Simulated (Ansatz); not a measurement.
Space group Fm-3m (No. 225). a = 6.009 Å, b = 6.009 Å, c = 6.009 Å, α = 90.00°, β = 90.00°, γ = 90.00°
```json
{"atom": "Pb", "site": "4a", "symmetry": "m-3m", "x": "0.0000", "y": "0.0000", "z": "0.0000"}
{"atom": "S", "site": "4b", "symmetry": "m-3m", "x": "0.5000", "y": "0.0000", "z": "0.0000"}
```

Equation of state of this PbS structure (not necessarily the ground state), with shape and atoms relaxed at each volume where symmetry leaves them free. Method: Ansatz, DFT PBE, scalar-relativistic, plane waves, PAW.

Cutoff 420 eV; k points 10×10×10 on the computed 2-atom cell (Γ-centred); Gaussian smearing, width 0.02 eV; no spin polarisation.

```
V (Å³/atom) E − E(largest V) (meV/atom) P (GPa) gap on mesh (eV)
     25.495                         3.42     3.74              0.27
     26.308                       -10.29     1.72              0.39
     27.122                       -14.52     0.00              0.49
     27.936                       -10.70    -1.47              0.58
     28.749                         0.00    -2.71              0.67
```

Question: Fit a third-order Birch–Murnaghan equation to E(V).

Answer: V0 = 27.12 Å³/atom, B0 = 53 GPa, B0' = 4.3.

Spin-orbit coupling is left out, which matters for the bands of heavy elements.